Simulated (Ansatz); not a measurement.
**Fe (P6_3/mmc)**

All numbers below come from Ansatz, DFT PBE, scalar-relativistic, plane waves, PAW.

Plane waves to 420 eV, a k mesh through Γ of 21×21×12 on the computed 2-atom cell and Gaussian smearing (0.10 eV); no spin polarisation.

The structure is relaxed at this level of theory with its symmetry kept. This form isn't the element's structure at ambient conditions.

It takes space group P6_3/mmc (No. 194, hexagonal). The conventional cell has a = 2.461 Å, b = 2.461 Å, c = 3.890 Å, α = 90.00°, β = 90.00°, γ = 120.00°. Around Fe (site symmetry -6m2) lie 12 Fe at 2.41 to 2.46 Å.

| Quantity | Value |
| --- | --- |
| Volume per atom | 10.20 Å³ |
| Formation energy from the elements' standard states (uncorrected) | +0.078 eV/atom |
| Kohn–Sham band gap | none (metal) |
| Density of states at the Fermi level | 2.47 states/eV per cell |
| Löwdin character within 0.5 eV of the Fermi level | Fe 3d 96 % |
| Bulk modulus | 291 GPa |
| Its pressure derivative | 4.6 |
| Bader charges (e) | Fe (2 in the cell) 0.00 |

A ferromagnetic start lost its moments in a first run, so spin was left out; other magnetic orders weren't tried.